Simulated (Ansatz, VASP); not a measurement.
**Two plane-wave programs on SnSe2**

```
Sn Se
1.0
     3.86340    0.00000    0.00000
    -1.93170    3.34580    0.00000
     0.00000    0.00000    6.28935
Sn Se
1 2
Cartesian
  0.0000 0.0000 0.0000
  0.0000 2.2305 1.5666
  1.9317 1.1153 4.7227
```

Change from the starting cell: hydrostatic strain +1.0%.

Alike in both runs: task single point; functional PBE; k mesh 12 × 12 × 4; occupations fermi-dirac, width 0.02 eV; no spin polarisation.

|  | VASP | Ansatz |
| --- | --- | --- |
| version | VASP 6.6.1 | Ansatz 0.2.0 |
| potentials or method | VASP PAW PBE potentials, release 64 (Sn_d, Se) | plane waves, PAW |
| plane-wave cutoff (eV) | 520 | 420 |
| valence electrons in the cell | 26 | 46 |

```tsv
	VASP	Ansatz	Ansatz less VASP
gap on the k mesh at the Fermi level (eV)	0.75	0.75	+0.003
pressure (GPa)	1.8	1.7	-0.06
largest component of the traceless stress (GPa)	0.69	0.68	-0.006
rms of the force components (eV/Å)	0.121	0.114	-0.0064
```

Atom by atom the forces differ by 0.006 eV/Å (rms over components). The two sets of potentials don't hold the same shells in valence.

Caveats: spin-orbit coupling is left out, which moves the levels of the heavy elements; this functional lacks dispersion, which binds the layers, so the pressure and a relaxed spacing across them are unreliable. A k mesh can miss the band edges.
